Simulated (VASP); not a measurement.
# VASP 6.6.1 run: GaAs

INCAR

```
LWAVE = .FALSE.
PREC = Accurate
LASPH = .TRUE.
ISMEAR = -1
IBRION = -1
NELM = 70
LCHARG = .FALSE.
SIGMA = 0.02
ENCUT = 520
EDIFF = 1E-5
LREAL = .FALSE.
NSW = 0
NBANDS = 16
ISIF = 2
GGA = PE
```

KPOINTS

```
KPOINTS created by Atomic Simulation Environment
0
Gamma
8 8 8
0 0 0
```

POSCAR

```
Ga As
 1.0000000000000000
     0.0000000000000000    2.8330831925000002    2.9073099721000002
     2.8330831925000002    0.0000000000000000    2.9073099721000002
     2.8330831925000002    2.8330831925000002    0.0000000000000000
 Ga  As
   1   1
Cartesian
  0.0000000000000000  0.0000000000000000  0.0000000000000000
  1.4165415962500001  1.4165415962500001  1.4536549860500001
```

The recommended PBE PAW datasets give the neutral cell 18 valence electrons.

Command

```
mpirun -np 1 vasp_std
```

**Question.** How does this run end, and what does it give?

**Answer.** It converged. Results: gap between bands v and c on the k mesh 0.22 eV; least direct gap on the k mesh 0.22 eV; pressure 1.1 GPa. Band v is the last that the valence electrons fill when counted band by band, and c is the next.

OSZICAR

```
N       E                     dE             d eps       ncg     rms          rms(c)
DAV:   1     0.828064953120E+02    0.82806E+02   -0.89708E+03  1928   0.153E+03
DAV:   2    -0.184037429027E+01   -0.84647E+02   -0.80845E+02  2152   0.303E+02
DAV:   3    -0.831730607983E+01   -0.64769E+01   -0.64572E+01  2320   0.655E+01
DAV:   4    -0.841713222990E+01   -0.99826E-01   -0.99814E-01  2336   0.911E+00
DAV:   5    -0.841858118648E+01   -0.14490E-02   -0.14489E-02  2400   0.999E-01    0.281E+00
DAV:   6    -0.828086279737E+01    0.13772E+00   -0.21174E-01  2912   0.767E+00    0.169E+00
DAV:   7    -0.826295641435E+01    0.17906E-01   -0.59946E-02  2336   0.172E+00    0.557E-01
DAV:   8    -0.826382625824E+01   -0.86984E-03   -0.99848E-03  2296   0.112E+00    0.994E-02
DAV:   9    -0.826422840239E+01   -0.40214E-03   -0.93359E-04  2408   0.368E-01    0.519E-02
DAV:  10    -0.826429540963E+01   -0.67007E-04   -0.69731E-05  2544   0.805E-02    0.281E-02
DAV:  11    -0.826434791153E+01   -0.52502E-04   -0.74750E-05  2168   0.640E-02    0.342E-03
DAV:  12    -0.826434820635E+01   -0.29482E-06   -0.11235E-06  1840   0.148E-02
   1 F= -.82643482E+01 E0= -.82643454E+01  d E =-.553373E-05
```

Standard output (part)

```
POSCAR found type information on POSCAR GaAs
 POSCAR found :  2 types and       2 ions
 LDA part: xc-table for (Slater+PW92), standard interpolation
 POSCAR, INCAR and KPOINTS ok, starting setup
 WAVECAR not read
 entering main loop
```

For comparison, a separate PBE run of the intended cell, on usual settings and not on those above, gives a gap of 0.22 eV on its mesh and a pressure of 1.1 GPa.
